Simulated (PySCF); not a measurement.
Species: CHF₃.
Bonds: F1–C2, C2–F3, C2–F4. Hydrogens: H5 on C2.

Computed by this run: PBE0-D3(BJ)/def2-TZVP geometry optimisation, gas phase (PySCF 2.14.0); density fitting, grid level 2; the optimiser is geomeTRIC in internal coordinates, started from a GFN2-xTB structure with every atom displaced at random (about 0.01 Å).

Step 0: E = -9199.2449 eV
```
atom  x, y, z in Å  |  force x, y, z in eV/Å
F1     -0.7990   -0.9158   -0.4942   -0.677  -0.026  -0.148
C2      0.0801   -0.0585   -0.0082    0.362  -0.032   0.423
F3      1.2328   -0.3144   -0.5922    0.902  -0.232  -0.183
F4     -0.2401    1.1877   -0.3247   -0.541   0.215  -0.021
H5      0.1596   -0.1753    1.0787   -0.046   0.075  -0.071
```

Step 1: E = -9199.2721 eV
```
atom  x, y, z in Å  |  force x, y, z in eV/Å
F1     -0.8249   -0.8959   -0.4988    0.169  -0.026   0.034
C2      0.0951   -0.0628   -0.0090   -0.173   0.025  -0.070
F3      1.2680   -0.3263   -0.5852   -0.159   0.041   0.026
F4     -0.2725    1.1791   -0.3224    0.131  -0.001  -0.012
H5      0.1677   -0.1704    1.0748    0.032  -0.039   0.023
```

Task: Estimate the geometry and energy of step 2. (The exact step hangs on the optimiser's Hessian estimate; all steps are aligned on step 1, rigid shifts and turns removed.)

Result: E = -9199.2736 eV, largest force 0.078 eV/Å
```
atom  x, y, z in Å  |  force x, y, z in eV/Å
F1     -0.8185   -0.9029   -0.4989   -0.010   0.067   0.038
C2      0.0893   -0.0604   -0.0074    0.013  -0.025  -0.067
F3      1.2583   -0.3236   -0.5856    0.070  -0.006  -0.009
F4     -0.2641    1.1840   -0.3249   -0.041  -0.053   0.031
H5      0.1684   -0.1734    1.0762   -0.033   0.017   0.007
```

The energy changes by -0.0015 eV. The first-order estimate −F·Δx gives -0.0052 eV and the mean of the old and new forces, exact on a quadratic surface, -0.0015 eV. The step makes an angle of 35° with the force vector and moves no atom by more than 0.010 Å.

The cost below is that of the whole optimisation. The run took 31 s of wall time on one thread, Arm Neoverse N1 (aarch64), shared host, and the process peaked at 0.51 GiB of memory.
